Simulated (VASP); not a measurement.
Crystal: KBr.

```xyz
2
Lattice="0.0000 3.2799 3.2799 3.2799 0.0000 3.2799 3.2799 3.2799 0.0000" Properties=species:S:1:pos:R:3 pbc="T T T"
K     0.0000    0.0000    0.0000
Br    3.2799    3.2799    3.2799
```

Base run:

| Property | Result |
| --- | --- |
| Program | VASP 6.6.1 |
| Functional | HSE06 |
| Potentials or basis | VASP PAW PBE potentials, release 64 (K_sv, Br) |
| Cutoff | 520 eV |
| k mesh | 4 × 4 × 4 |
| Occupations | gaussian, width 0.03 eV |
| Spin | no spin polarisation |

Its results: band gap on the k mesh 5.68 eV, direct; pressure 0.8 GPa.

Question: The run is repeated on the same cell with these changes: functional from HSE06 to PBE0. What comes out?

Answer: Band gap on the k mesh 6.37 eV, direct; pressure 0.8 GPa.

Caveats: the PAW data sets were made with another functional, which shifts forces and pressure a little.
